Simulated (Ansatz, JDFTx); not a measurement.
Given: the input of a run of Ansatz 0.2.0 on Si2Mo. Atoms were shifted at random by some hundredths of an Å from the given cell, which wasn't relaxed again for these runs. 

Contents of input.yaml:

```yaml
crystal:
  lattice:
    - [-1.6, 1.6, 3.9305]
    - [1.6, -1.6, 3.9305]
    - [1.6, 1.6, -3.9305]
  atoms:
    - { symbol: Mo, position: [0.017662, 0.001863, 0.006641] }
    - { symbol: Si, position: [0.677839, 0.694316, 0.025004] }
    - { symbol: Si, position: [0.331999, 0.345811, 0.011501] }
kpoints:
  mp_grid: { grid: [12, 12, 12] }
scf:
  occupations: { method: fermi_dirac, width: 0.05 }
hamiltonian:
  xc: pbesol
  pseudopotentials: { kind: all_electron, lapw: { basis_error: 0.001 } }
output:
  forces: true
  stress: true
  eigenvalues: true
  populations: true
```

Potentials or basis: all-electron LAPW, scalar-relativistic.

Launch:

```bash
$ ansatz run input.yaml --threads 2 --pin off --max-ram 8192MiB --backend cpu --events-out ev --progress --plain --runs-dir out
```

Question: Translate it to JDFTx 1.7.0 (patched build). Potentials or basis there: PseudoDojo-SR-PBEsol-0.4.1-standard with smoothed tails, cutoff 1088 eV.

Answer: As run (cutoffs and basis follow the program's own potentials, and thresholds, step limits or extra output files can differ):

Contents of Si2Mo.in:

```
lattice \
   -3.0235617994     3.0235617994     3.0235617994 \
    3.0235617994    -3.0235617994     3.0235617994 \
    7.4275685328     7.4275685328    -7.4275685328
coords-type Lattice
ion Mo     0.0176620000     0.0018630000     0.0066410000 1
ion Si     0.6778390000     0.6943160000     0.0250040000 1
ion Si     0.3319990000     0.3458110000     0.0115010000 1

ion-species pseudo/Mo.upf
ion-species pseudo/Si.upf
elec-cutoff 40 320
elec-ex-corr gga-PBEsol
kpoint-folding 12 12 12
elec-smearing Fermi 0.0018374661
elec-n-bands 17
electronic-SCF nIterations 100 energyDiffThreshold 1e-09
electronic-minimize nIterations 30 energyDiffThreshold 1e-7
converge-empty-states yes
forces-output-coords Cartesian

dump-name run.$VAR
dump End Ecomponents EigStats BandEigs Kpoints Forces Stress
```

Potentials or basis: PseudoDojo-SR-PBEsol-0.4.1-standard with smoothed tails.

Command:

```console
$ jdftx -c 1 -i Si2Mo.in -o Si2Mo.out
```

Both were run:

|  | Ansatz | JDFTx |
| --- | --- | --- |
| Pressure | -2.4 GPa | -2.4 GPa |
| Largest force | 0.954 eV/Å | 0.954 eV/Å |

Where Ansatz's input types no cutoff or centring, it takes its own default and a Γ-centred mesh.

Pressure is positive in compression.
